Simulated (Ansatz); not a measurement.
# WC (Qusongite) in Ansatz: the effect of target pressure

WC (Qusongite):

```
W C
1.0
     2.90650    0.00000    0.00000
    -1.45325    2.51710    0.00000
     0.00000    0.00000    2.83660
W C
1 1
Direct
  0.00000 0.00000 0.00000
  0.66667 0.33333 0.50000
```

Alike in all runs:

* Program: Ansatz 0.2.0
* Task: relaxation of cell and atoms
* Functional: PBE
* Potentials or basis: Ansatz PAW
* Cutoff: 420 eV (not typed: the program's choice for these potentials)
* k mesh: 10 × 10 × 9
* Occupations: fermi-dirac, width 0.05 eV
* Spin: no spin polarisation

Each run relaxes the cell or the atoms first.

```csv
target pressure,relaxed volume (Å³/atom)
0 GPa,10.52
2 GPa,10.47
5 GPa,10.39
10 GPa,10.27
20 GPa,10.04
30 GPa,?
```

**Question.** What does the run with target pressure 30 GPa give?

**Answer.** Relaxed volume 9.84 Å³/atom.

Worked out: In Murnaghan's law V^(-B') rises as a straight line in P. The other rows fit best with B' = 3.4, V0 = 10.52 Å³/atom and B0 = 395 GPa, which gives 9.83 Å³/atom at 30 GPa, against the run's 9.84.

Caveats: the plane-wave basis is chosen anew once the cell has moved, so the energies of steps on either side of that aren't comparable.
